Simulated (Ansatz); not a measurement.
# Band table of CuO

```yaml
crystal:
  lattice:
    - [0.00000, 2.26180, 2.26180]
    - [2.26180, 0.00000, 2.26180]
    - [2.26180, 2.26180, 0.00000]
  atoms:
    - { symbol: Cu, position: [0.00000, 0.00000, 0.00000] }
    - { symbol: O, position: [0.25000, 0.25000, 0.25000] }
```

Atom numbers follow the list: Cu1, O2.

The structure comes from a relaxation in the same program, started in the zincblende type, and has space group F-43m. Whether it is a known phase or the ground state wasn't checked.

Without spin polarisation or U, such a compound can come out metallic where the real one is a magnetic insulator.

These are results of DFT, PBE, all-electron LAPW, Dirac equation with spin-orbit coupling (Ansatz 0.2.0), not measurements.

Numerical set-up: a Γ-centred 16×16×16 k mesh, Fermi–Dirac smearing of 0.05 eV, basis error target 1 meV/atom, no spin polarisation.

Path points, in fractions of the reciprocal vectors: Γ (0.000, 0.000, 0.000), X (-0.500, -0.500, 0.000), U (-0.375, -0.375, 0.250), K (-0.375, 0.000, 0.375), L (0.000, 0.000, 0.500), W (-0.500, -0.250, 0.250). Levels in eV from the Fermi level; bands 11 to 32, counted from the lowest band of the run. The gap is zero.

```
# k(1/Å) point b11 b12 b13 b14 b15 b16 b17 b18 b19 b20 b21 b22 b23 b24 b25 b26 b27 b28 b29 b30 b31 b32
0.000 Γ -18.94 -18.94 -4.95 -4.95 -4.95 -4.95 -4.90 -4.90 -2.04 -2.04 -2.04 -2.04 0.77 0.77 0.77 0.77 0.85 0.85 0.92 0.92 14.13 14.13
0.278 - -18.86 -18.86 -5.14 -5.14 -4.90 -4.90 -4.87 -4.87 -2.10 -2.10 -2.02 -2.02 0.31 0.31 0.60 0.60 0.67 0.67 1.81 1.81 13.54 13.54
0.556 - -18.65 -18.65 -5.58 -5.58 -4.77 -4.77 -4.74 -4.74 -2.23 -2.23 -1.96 -1.96 -0.09 -0.09 0.16 0.16 0.23 0.23 3.13 3.13 12.19 12.19
0.833 - -18.38 -18.38 -5.93 -5.93 -4.56 -4.56 -4.53 -4.53 -2.36 -2.36 -1.89 -1.89 -0.58 -0.58 -0.41 -0.41 -0.34 -0.34 4.49 4.49 10.95 10.95
1.111 - -18.17 -18.17 -6.10 -6.10 -4.33 -4.33 -4.31 -4.31 -2.38 -2.38 -1.83 -1.83 -1.15 -1.15 -0.92 -0.92 -0.87 -0.87 5.48 5.48 10.15 10.15
1.389 X -18.08 -18.08 -6.13 -6.13 -4.22 -4.22 -4.20 -4.20 -2.32 -2.32 -1.79 -1.79 -1.46 -1.46 -1.14 -1.14 -1.09 -1.09 5.81 5.81 9.92 9.92
1.487 - -18.08 -18.08 -6.11 -6.11 -4.24 -4.23 -4.22 -4.21 -2.33 -2.32 -1.82 -1.78 -1.56 -1.43 -1.21 -1.11 -1.05 -1.03 5.87 5.88 9.91 9.91
1.585 - -18.08 -18.08 -6.06 -6.05 -4.29 -4.28 -4.24 -4.23 -2.35 -2.31 -1.86 -1.80 -1.68 -1.52 -1.20 -1.07 -0.98 -0.97 6.06 6.07 9.88 9.88
1.684 - -18.09 -18.08 -5.96 -5.95 -4.39 -4.37 -4.27 -4.26 -2.40 -2.32 -1.91 -1.82 -1.74 -1.62 -1.17 -0.99 -0.94 -0.89 6.35 6.36 9.81 9.82
1.782 - -18.09 -18.09 -5.84 -5.83 -4.53 -4.51 -4.31 -4.29 -2.47 -2.34 -1.97 -1.84 -1.74 -1.65 -1.17 -0.96 -0.86 -0.78 6.72 6.72 9.66 9.67
1.880 U -18.10 -18.09 -5.69 -5.68 -4.71 -4.68 -4.36 -4.33 -2.52 -2.36 -2.02 -1.88 -1.67 -1.62 -1.19 -1.00 -0.73 -0.65 7.11 7.11 9.37 9.37
2.050 - -18.11 -18.10 -5.59 -5.57 -4.86 -4.84 -4.35 -4.33 -2.50 -2.32 -2.04 -1.90 -1.65 -1.60 -1.27 -1.09 -0.66 -0.52 7.36 7.37 9.22 9.23
2.220 - -18.11 -18.11 -5.46 -5.43 -5.03 -5.01 -4.33 -4.31 -2.44 -2.25 -2.07 -1.91 -1.67 -1.62 -1.35 -1.19 -0.61 -0.44 7.59 7.60 9.16 9.17
2.390 - -18.11 -18.11 -5.46 -5.43 -5.03 -5.01 -4.33 -4.31 -2.44 -2.25 -2.07 -1.91 -1.67 -1.62 -1.35 -1.19 -0.61 -0.44 7.59 7.60 9.16 9.17
2.561 - -18.11 -18.10 -5.59 -5.57 -4.86 -4.84 -4.35 -4.33 -2.50 -2.32 -2.04 -1.90 -1.65 -1.60 -1.27 -1.09 -0.66 -0.52 7.36 7.37 9.22 9.23
2.731 K -18.10 -18.09 -5.69 -5.68 -4.71 -4.68 -4.36 -4.33 -2.52 -2.36 -2.02 -1.88 -1.67 -1.62 -1.19 -1.00 -0.73 -0.65 7.11 7.11 9.37 9.37
3.025 - -18.18 -18.18 -5.36 -5.35 -5.19 -5.18 -4.50 -4.47 -2.34 -2.17 -2.08 -1.98 -1.45 -1.31 -1.20 -1.16 -0.25 -0.18 7.29 7.29 8.93 8.94
3.320 - -18.37 -18.36 -5.67 -5.67 -4.90 -4.90 -4.64 -4.61 -2.20 -2.14 -1.93 -1.91 -1.09 -1.05 -0.74 -0.74 0.20 0.26 5.32 5.34 10.56 10.61
3.615 - -18.62 -18.62 -5.55 -5.55 -4.84 -4.82 -4.77 -4.75 -2.17 -2.12 -2.03 -1.96 -0.44 -0.42 -0.01 0.01 0.54 0.58 3.42 3.43 11.65 11.66
3.909 - -18.85 -18.85 -5.16 -5.16 -4.91 -4.89 -4.87 -4.87 -2.10 -2.06 -2.05 -2.01 0.19 0.19 0.58 0.61 0.74 0.76 1.87 1.87 13.19 13.21
4.204 Γ -18.94 -18.94 -4.95 -4.95 -4.95 -4.95 -4.90 -4.90 -2.04 -2.04 -2.04 -2.04 0.77 0.77 0.77 0.77 0.85 0.85 0.92 0.92 14.13 14.13
4.444 - -18.88 -18.88 -5.09 -5.09 -4.92 -4.91 -4.88 -4.88 -2.07 -2.06 -2.06 -2.02 0.27 0.27 0.68 0.72 0.76 0.76 1.64 1.64 13.38 13.38
4.685 - -18.72 -18.72 -5.44 -5.44 -4.85 -4.83 -4.80 -4.80 -2.09 -2.08 -2.08 -2.01 -0.35 -0.35 0.48 0.55 0.59 0.59 2.75 2.75 11.64 11.64
4.926 - -18.52 -18.52 -5.77 -5.77 -4.77 -4.74 -4.71 -4.71 -2.08 -2.08 -2.06 -1.96 -1.02 -1.02 0.22 0.30 0.35 0.35 4.07 4.07 9.96 9.96
5.166 - -18.35 -18.35 -5.97 -5.97 -4.71 -4.69 -4.64 -4.64 -2.05 -2.05 -1.96 -1.89 -1.56 -1.56 -0.01 0.05 0.13 0.13 5.36 5.36 8.60 8.60
5.407 L -18.28 -18.28 -6.03 -6.03 -4.68 -4.68 -4.62 -4.62 -2.06 -2.06 -1.88 -1.88 -1.74 -1.74 -0.08 -0.08 0.03 0.03 6.09 6.09 7.87 7.87
5.603 - -18.26 -18.26 -5.96 -5.96 -4.72 -4.71 -4.62 -4.61 -2.10 -2.04 -1.89 -1.88 -1.77 -1.71 -0.23 -0.19 -0.07 -0.04 6.39 6.40 7.86 7.86
5.800 - -18.21 -18.21 -5.77 -5.76 -4.87 -4.85 -4.55 -4.53 -2.22 -2.06 -1.97 -1.88 -1.76 -1.68 -0.61 -0.51 -0.26 -0.17 7.16 7.17 7.87 7.87
5.996 - -18.15 -18.15 -5.53 -5.52 -5.03 -5.00 -4.43 -4.41 -2.36 -2.16 -2.04 -1.89 -1.70 -1.64 -1.06 -0.92 -0.47 -0.33 7.64 7.66 8.37 8.39
6.192 - -18.10 -18.10 -5.42 -5.39 -5.06 -5.04 -4.29 -4.27 -2.43 -2.24 -2.09 -1.93 -1.69 -1.62 -1.42 -1.29 -0.63 -0.46 7.61 7.62 9.39 9.40
6.389 W -18.08 -18.08 -5.43 -5.40 -5.02 -5.01 -4.22 -4.22 -2.32 -2.32 -2.12 -2.00 -1.77 -1.67 -1.45 -1.43 -0.68 -0.51 7.58 7.60 9.78 9.80
6.528 - -18.08 -18.08 -5.57 -5.55 -4.86 -4.84 -4.22 -4.22 -2.32 -2.31 -2.11 -1.97 -1.76 -1.67 -1.43 -1.41 -0.71 -0.54 7.35 7.36 9.80 9.81
6.667 - -18.08 -18.08 -5.80 -5.78 -4.62 -4.59 -4.22 -4.22 -2.32 -2.30 -2.05 -1.90 -1.73 -1.65 -1.36 -1.34 -0.79 -0.63 6.84 6.84 9.83 9.84
6.806 - -18.08 -18.08 -5.98 -5.97 -4.41 -4.38 -4.22 -4.21 -2.33 -2.31 -1.94 -1.82 -1.68 -1.59 -1.26 -1.25 -0.92 -0.76 6.31 6.32 9.87 9.88
6.944 - -18.08 -18.08 -6.09 -6.09 -4.27 -4.25 -4.21 -4.21 -2.33 -2.32 -1.84 -1.78 -1.60 -1.46 -1.21 -1.16 -1.05 -0.94 5.94 5.94 9.90 9.91
7.083 X -18.08 -18.08 -6.13 -6.13 -4.22 -4.22 -4.20 -4.20 -2.32 -2.32 -1.79 -1.79 -1.46 -1.46 -1.14 -1.14 -1.09 -1.09 5.81 5.81 9.92 9.92
```
